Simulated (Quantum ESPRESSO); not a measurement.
# MnO (P-6m2) in Quantum ESPRESSO: reference runs

Aim: a first look at MnO with PBE, on the cell as given and on a disturbed one.

Program: Quantum ESPRESSO 7.5. These are calculated values, not measurements. Logs are shortened: lines on timing, memory, paths and dates and some standing lists are left out, and cuts for length are marked.

### Step 1. The structure

Symmetry: P-6m2, No. 187, hexagonal system. The conventional cell has a = 2.969 Å, b = 2.969 Å, c = 2.898 Å, α = 90.00°, β = 90.00°, γ = 120.00°. Mn (site symmetry -6m2) is surrounded by 6 O at 2.24 Å. O (site symmetry -6m2) is surrounded by 6 Mn at 2.24 Å.

Measurements of this composition are mostly on another form, of space group No. 225.

### Step 2. Single point, PBE, collinear spin, ferromagnetic start

Contents of pw.in:

```
&CONTROL
  calculation = 'scf'
  prefix = 'pwscf'
  outdir = './tmp'
  pseudo_dir = './pseudo'
  tprnfor = .true.
  tstress = .true.
  disk_io = 'low'
/
&SYSTEM
  ibrav = 0
  celldm(1) = 8
  nat = 2
  ntyp = 2
  ecutwfc = 65
  ecutrho = 780
  nbnd = 20
  occupations = 'smearing'
  smearing = 'fd'
  degauss = 0.00367493
  nspin = 2
  starting_magnetization(1) = 0.2667
  starting_magnetization(2) = 0
/
&ELECTRONS
  conv_thr = 4d-10
  electron_maxstep = 120
  mixing_beta = 0.3
/
ATOMIC_SPECIES
Mn    54.9380 mn_pbe_v1.5.uspp.F.UPF
O     15.9990 O.pbe-n-kjpaw_psl.0.1.UPF
CELL_PARAMETERS alat
  0.7014393876044   0.0000000000000   0.0000000000000
 -0.3507196949833   0.6074643278789   0.0000000000000
  0.0000000000000   0.0000000000000   0.6845700906731
ATOMIC_POSITIONS crystal
Mn     0.0000000000    0.0000000000    0.0000000000
O      0.6666666667    0.3333333333    0.5000000000
K_POINTS automatic
10 10 9 0 0 0
```

Contents of pp_density.in:

```
&INPUTPP
  prefix = 'pwscf'
  outdir = './tmp'
  filplot = 'density.dat'
  plot_num = 0
/
&PLOT
  nfile = 1
  filepp(1) = 'density.dat'
  iflag = 3
  output_format = 6
  fileout = 'density.cube'
/
```

Contents of pp_potential.in:

```
&INPUTPP
  prefix = 'pwscf'
  outdir = './tmp'
  filplot = 'potential.dat'
  plot_num = 11
/
&PLOT
  nfile = 1
  filepp(1) = 'potential.dat'
  iflag = 3
  output_format = 6
  fileout = 'potential.cube'
/
```

Contents of pp_spin.in:

```
&INPUTPP
  prefix = 'pwscf'
  outdir = './tmp'
  filplot = 'spin.dat'
  plot_num = 6
/
&PLOT
  nfile = 1
  filepp(1) = 'spin.dat'
  iflag = 3
  output_format = 6
  fileout = 'spin.cube'
/
```

Potentials or basis: SSSP 1.3 efficiency PBE.

Launch:

```bash
$ OMP_NUM_THREADS=1 pw.x -in pw.in > pw.out
$ OMP_NUM_THREADS=1 pp.x -in pp_density.in > pp_density.out
$ OMP_NUM_THREADS=1 pp.x -in pp_potential.in > pp_potential.out
$ OMP_NUM_THREADS=1 pp.x -in pp_spin.in > pp_spin.out
```

pw.out:

```text
This program is part of the open-source Quantum ESPRESSO suite
     for quantum simulation of materials; please cite
         "P. Giannozzi et al., J. Phys.:Condens. Matter 21 395502 (2009);
         "P. Giannozzi et al., J. Phys.:Condens. Matter 29 465901 (2017);
         "P. Giannozzi et al., J. Chem. Phys. 152 154105 (2020);
     in publications or presentations arising from this work. More details at

     file O.pbe-n-kjpaw_psl.0.1.UPF: wavefunction(s)  2P renormalized
     Message from routine setup:
     using ibrav=0 with symmetry is DISCOURAGED, use correct ibrav instead

     G-vector sticks info
     --------------------
     sticks:   dense  smooth     PW     G-vecs:    dense   smooth      PW
     Sum        1675     559    163                54907    10583    1761

     Using Slab Decomposition

     bravais-lattice index     =            0
     lattice parameter (alat)  =       8.0000  a.u.
     unit-cell volume          =     149.3478 (a.u.)^3
     number of atoms/cell      =            2
     number of atomic types    =            2
     number of electrons       =        21.00
     number of Kohn-Sham states=           20
     kinetic-energy cutoff     =      65.0000  Ry
     charge density cutoff     =     780.0000  Ry
     scf convergence threshold =      4.0E-10
     mixing beta               =       0.3000
     number of iterations used =            8  plain     mixing
     Exchange-correlation= SLA  PW   PBX  PBC
                           (   1   4   3   4   0   0   0)

     celldm(1)=   8.000000  celldm(2)=   0.000000  celldm(3)=   0.000000
     celldm(4)=   0.000000  celldm(5)=   0.000000  celldm(6)=   0.000000

     crystal axes: (cart. coord. in units of alat)
               a(1) = (   0.701439   0.000000   0.000000 )
               a(2) = (  -0.350720   0.607464   0.000000 )
               a(3) = (   0.000000   0.000000   0.684570 )

     reciprocal axes: (cart. coord. in units 2 pi/alat)
               b(1) = (  1.425640  0.823094 -0.000000 )
               b(2) = (  0.000000  1.646187  0.000000 )
               b(3) = (  0.000000 -0.000000  1.460771 )

     PseudoPot. # 1 for Mn read from file:
     mn_pbe_v1.5.uspp.F.UPF
     Pseudo is Ultrasoft + core correction, Zval = 15.0
     Generated by new atomic code, or converted to UPF format
     Using radial grid of  859 points,  6 beta functions with:
                l(1) =   0
                l(2) =   0
                l(3) =   1
                l(4) =   1
                l(5) =   2
                l(6) =   2
     Q(r) pseudized with  8 coefficients,  rinner =    0.950   0.950   0.950
                                                       0.950   0.950

     PseudoPot. # 2 for O  read from file:
     O.pbe-n-kjpaw_psl.0.1.UPF
     Pseudo is Projector augmented-wave + core cor, Zval =  6.0
     Generated using "atomic" code by A. Dal Corso  v.5.0.99 svn rev. 10869
     Shape of augmentation charge: BESSEL
     Using radial grid of 1095 points,  4 beta functions with:
                l(1) =   0
                l(2) =   0
                l(3) =   1
                l(4) =   1
     Q(r) pseudized with 0 coefficients

     atomic species   valence    mass     pseudopotential
     Mn               15.00    54.93800     Mn( 1.00)
     O                 6.00    15.99900     O ( 1.00)

     Starting magnetic structure
     atomic species   magnetization
     Mn              0.267
     O               0.000

     12 Sym. Ops. (no inversion) found

   Cartesian axes

     site n.     atom                  positions (alat units)
         1        Mn     tau(   1) = (   0.0000000   0.0000000   0.0000000  )
         2        O      tau(   2) = (   0.3507197   0.2024881   0.3422850  )

     number of k points=    70  Fermi-Dirac smearing, width (Ry)=  0.0037
                       cart. coord. in units 2pi/alat
        k(    1) = (   0.0000000   0.0000000   0.0000000), wk =   0.0011111
        k(    2) = (   0.0000000   0.0000000   0.1623079), wk =   0.0022222
        k(    3) = (   0.0000000   0.0000000   0.3246157), wk =   0.0022222
        k(    4) = (   0.0000000   0.0000000   0.4869236), wk =   0.0022222
        k(    5) = (   0.0000000   0.0000000   0.6492315), wk =   0.0022222
        k(    6) = (   0.0000000   0.1646187   0.0000000), wk =   0.0066667
[... 62 lines left out ...]
        k(   69) = (   0.4276920   0.7407842   0.4869236), wk =   0.0133333
        k(   70) = (   0.4276920   0.7407842   0.6492315), wk =   0.0133333

     Dense  grid:    54907 G-vectors     FFT dimensions: (  50,  50,  50)

     Smooth grid:    10583 G-vectors     FFT dimensions: (  30,  30,  30)

     Check: negative core charge=   -0.000015
     Generating pointlists ...
     new r_m :   0.2187 (alat units)  1.7498 (a.u.) for type    1
     new r_m :   0.2187 (alat units)  1.7498 (a.u.) for type    2

     Initial potential from superposition of free atoms

     starting charge      20.4999, renormalised to      21.0000
     Starting wfcs are   17 randomized atomic wfcs +    3 random wfcs

     Self-consistent Calculation

     iteration #  1     ecut=    65.00 Ry     beta= 0.30
     Davidson diagonalization with overlap
     ethr =  1.00E-02,  avg # of iterations =  4.9

     total energy              =    -252.60772267 Ry
     estimated scf accuracy    <       0.95207840 Ry

     total magnetization       =     3.78 Bohr mag/cell
     absolute magnetization    =     3.78 Bohr mag/cell

     iteration #  2     ecut=    65.00 Ry     beta= 0.30
     Davidson diagonalization with overlap
     ethr =  4.53E-03,  avg # of iterations =  1.6

     total energy              =    -252.82710168 Ry
     estimated scf accuracy    <       0.22677214 Ry

     total magnetization       =     3.92 Bohr mag/cell
     absolute magnetization    =     3.92 Bohr mag/cell

     iteration #  3     ecut=    65.00 Ry     beta= 0.30
     Davidson diagonalization with overlap
     ethr =  1.08E-03,  avg # of iterations =  1.1

     total energy              =    -252.87162588 Ry
     estimated scf accuracy    <       0.02596329 Ry

     total magnetization       =     4.50 Bohr mag/cell
     absolute magnetization    =     4.50 Bohr mag/cell
[... 94 lines left out ...]
     total magnetization       =     4.78 Bohr mag/cell
     absolute magnetization    =     4.78 Bohr mag/cell

     iteration # 12     ecut=    65.00 Ry     beta= 0.30
     Davidson diagonalization with overlap
     ethr =  6.72E-11,  avg # of iterations =  2.0

     negative rho (up, down):  0.000E+00 1.204E-04

     total energy              =    -252.88024935 Ry
     estimated scf accuracy    <          1.4E-09 Ry

     total magnetization       =     4.78 Bohr mag/cell
     absolute magnetization    =     4.78 Bohr mag/cell

     iteration # 13     ecut=    65.00 Ry     beta= 0.30
     Davidson diagonalization with overlap
     ethr =  6.51E-12,  avg # of iterations =  2.0

     negative rho (up, down):  0.000E+00 1.204E-04

     Magnetic moment per site  (integrated on atomic sphere of radius R)
     atom   1 (R=0.219)  charge= 12.6314  magn=  4.0351
     atom   2 (R=0.219)  charge=  5.9581  magn=  0.2302

     End of self-consistent calculation

     Number of k-points >= 100: set verbosity='high' to print the bands.

     the Fermi energy is    12.8238 ev

!    total energy              =    -252.88024937 Ry
     estimated scf accuracy    <          7.0E-11 Ry
     smearing contrib. (-TS)   =      -0.00065853 Ry
     internal energy E=F+TS    =    -252.87959084 Ry

     The total energy is F=E-TS. E is the sum of the following terms:
     one-electron contribution =    -110.72988324 Ry
     hartree contribution      =      66.32671428 Ry
     xc contribution           =     -34.22204174 Ry
     ewald contribution        =    -164.73320306 Ry
     one-center paw contrib.   =      -9.52117708 Ry

     total magnetization       =     4.78 Bohr mag/cell
     absolute magnetization    =     4.78 Bohr mag/cell

     convergence has been achieved in  13 iterations

     negative rho (up, down):  0.000E+00 1.204E-04

     Forces acting on atoms (cartesian axes, Ry/au):

     atom    1 type  1   force =     0.00000000    0.00000000    0.00000000
     atom    2 type  2   force =    -0.00000000   -0.00000000    0.00000000

     Total force =     0.000000     Total SCF correction =     0.000000

     Computing stress (Cartesian axis) and pressure

     negative rho (up, down):  0.000E+00 1.204E-04
          total   stress  (Ry/bohr**3)                   (kbar)     P=      -10.69
   0.00029946   0.00000000   0.00000000           44.05        0.00        0.00
   0.00000000   0.00029946   0.00000000            0.00       44.05        0.00
   0.00000000   0.00000000  -0.00081701            0.00        0.00     -120.19

=------------------------------------------------------------------------------=
   JOB DONE.
=------------------------------------------------------------------------------=
```

pp_density.out:

```text
This program is part of the open-source Quantum ESPRESSO suite
     for quantum simulation of materials; please cite
         "P. Giannozzi et al., J. Phys.:Condens. Matter 21 395502 (2009);
         "P. Giannozzi et al., J. Phys.:Condens. Matter 29 465901 (2017);
         "P. Giannozzi et al., J. Chem. Phys. 152 154105 (2020);
     in publications or presentations arising from this work. More details at

     file O.pbe-n-kjpaw_psl.0.1.UPF: wavefunction(s)  2P renormalized

     IMPORTANT: XC functional enforced from input :
     Exchange-correlation= PBE
                           (   1   4   3   4   0   0   0)
     Any further DFT definition will be discarded
     Please, verify this is what you really want

     G-vector sticks info
     --------------------
     sticks:   dense  smooth     PW     G-vecs:    dense   smooth      PW
     Sum        1675     559    163                54907    10583    1761

     Using Slab Decomposition

     Check: negative core charge=   -0.000015

     negative rho (up, down):  0.000E+00 1.204E-04

     Calling punch_plot, plot_num =   0
     Writing data to file  density.dat
     Reading data from file  density.dat

     Writing data to be plotted to file density.cube
     Plot Type: 3D                     Output format: Gaussian cube

=------------------------------------------------------------------------------=
   JOB DONE.
=------------------------------------------------------------------------------=
```

pp_potential.out:

```text
This program is part of the open-source Quantum ESPRESSO suite
     for quantum simulation of materials; please cite
         "P. Giannozzi et al., J. Phys.:Condens. Matter 21 395502 (2009);
         "P. Giannozzi et al., J. Phys.:Condens. Matter 29 465901 (2017);
         "P. Giannozzi et al., J. Chem. Phys. 152 154105 (2020);
     in publications or presentations arising from this work. More details at

     file O.pbe-n-kjpaw_psl.0.1.UPF: wavefunction(s)  2P renormalized

     IMPORTANT: XC functional enforced from input :
     Exchange-correlation= PBE
                           (   1   4   3   4   0   0   0)
     Any further DFT definition will be discarded
     Please, verify this is what you really want

     G-vector sticks info
     --------------------
     sticks:   dense  smooth     PW     G-vecs:    dense   smooth      PW
     Sum        1675     559    163                54907    10583    1761

     Using Slab Decomposition

     Check: negative core charge=   -0.000015

     negative rho (up, down):  0.000E+00 1.204E-04

     Calling punch_plot, plot_num =  11
     Writing data to file  potential.dat
     Reading data from file  potential.dat

     Writing data to be plotted to file potential.cube
     Plot Type: 3D                     Output format: Gaussian cube

=------------------------------------------------------------------------------=
   JOB DONE.
=------------------------------------------------------------------------------=
```

Run time: 2.5 min. Hardware: 1 thread of AMD EPYC (Zen 3), shared host; peak memory 0.3 GiB.

What came out:

```yaml
Free_energy: -3440.6111 eV
Pressure: -1.1 GPa
Band_gap_on_the_k_mesh: none (metal or under the smearing width)
Net_moment: 4.78 μB per cell
Absolute_moment: 4.78 μB per cell
Site_moments: Mn +4.04; O +0.23 μB
Valence_electrons_inside_the_program's_atomic_spheres: Mn 12.63; O 5.96
```

Caveat: a cell with one magnetic atom can't hold antiferromagnetic order, which such compounds often take; semilocal functionals often make such compounds metallic where correlation or magnetic order opens a gap, which also shifts bond lengths. With open d or f shells a metallic result of PBE can be an artefact of self-interaction; +U or a hybrid may open a gap.

### Step 3. Single point, PBE, collinear spin, ferromagnetic start (atoms moved at random, drawn with an rms of 0.05 Å)

Contents of pw.in:

```
&CONTROL
  calculation = 'scf'
  prefix = 'pwscf'
  outdir = './tmp'
  pseudo_dir = './pseudo'
  tprnfor = .true.
  tstress = .true.
  disk_io = 'nowf'
/
&SYSTEM
  ibrav = 0
  nat = 2
  ntyp = 2
  ecutwfc = 65
  ecutrho = 780
  nbnd = 20
  occupations = 'smearing'
  smearing = 'fd'
  degauss = 0.00367493
  nspin = 2
  starting_magnetization(1) = 0.2667
  starting_magnetization(2) = 0
/
&ELECTRONS
  conv_thr = 4d-10
  electron_maxstep = 120
  mixing_beta = 0.3
/
ATOMIC_SPECIES
Mn    54.9380 mn_pbe_v1.5.uspp.F.UPF
O     15.9990 O.pbe-n-kjpaw_psl.0.1.UPF
CELL_PARAMETERS angstrom
   2.9694859100    0.0000000000    0.0000000000
  -1.4847429600    2.5716502300    0.0000000000
   0.0000000000    0.0000000000    2.8980711300
ATOMIC_POSITIONS crystal
Mn     0.0113330000    0.0043950000   -0.0182530000
O      0.6462350000    0.3280820000    0.5072700000
K_POINTS automatic
10 10 9 0 0 0
```

Potentials or basis: SSSP 1.3 efficiency PBE.

Launch:

```bash
$ OMP_NUM_THREADS=1 pw.x -in pw.in > pw.out
```

Wall time 12 min (1 thread of AMD EPYC (Zen 3), shared host); peak memory 0.61 GiB.

It converged, with:

- Free energy: -3440.5977 eV
- Pressure: -0.2 GPa
- Largest force: 0.256 eV/Å
- Band gap on the k mesh: none (metal or under the smearing width)
- Net moment: 4.78 μB per cell
- Absolute moment: 4.78 μB per cell
- Site moments: Mn +3.94; O +0.23 μB
- Valence electrons inside the program's atomic spheres: Mn 12.42; O 5.74

Forces in eV/Å, atoms in the order of the input:
```
Mn  -0.169 -0.076  0.176
O    0.169  0.076 -0.176
```

Stress tensor (GPa, compression positive):
```
  5.32   0.33  -0.57
  0.33   4.93  -0.22
 -0.57  -0.22 -10.75
```

Levels at points of the mesh, in eV from the Fermi level:
Spin up:
| k point | band 9 | band 10 | band 11 | band 12 | band 13 | band 14 | band 15 | band 16 | band 17 | band 18 |
| --- | --- | --- | --- | --- | --- | --- | --- | --- | --- | --- |
| (0.00, 0.00, 0.00) | -3.53 | -1.99 | -1.97 | -1.12 | -0.82 | -0.48 | 12.99 | 14.49 | 14.94 | 16.24 |
| (0.00, -0.50, 0.00) | -3.56 | -2.13 | -1.72 | -1.64 | -0.34 | 4.09 | 7.25 | 13.15 | 15.03 | 15.71 |
| (0.50, -0.50, 0.00) | -3.65 | -2.12 | -1.70 | -1.65 | -0.45 | 4.12 | 7.21 | 13.23 | 14.94 | 15.78 |
| (-0.50, 0.00, 0.00) | -3.78 | -2.12 | -1.77 | -1.65 | -0.07 | 4.04 | 7.41 | 13.23 | 14.88 | 15.49 |
Spin down:
```
            k point  band 6  band 7  band 8  band 9  band 10  band 11
 (0.00, 0.00, 0.00)   -3.33   -3.32   -3.30   -0.68     1.25     2.13
(0.00, -0.50, 0.00)   -6.67   -3.67   -3.41   -0.20     2.14     2.28
(0.50, -0.50, 0.00)   -6.64   -3.62   -3.43   -0.22     2.13     2.27
(-0.50, 0.00, 0.00)   -6.75   -3.80   -3.27   -0.32     2.20     2.30
```

Caveat: a cell with one magnetic atom can't hold antiferromagnetic order, which such compounds often take; semilocal functionals often make such compounds metallic where correlation or magnetic order opens a gap, which also shifts bond lengths.
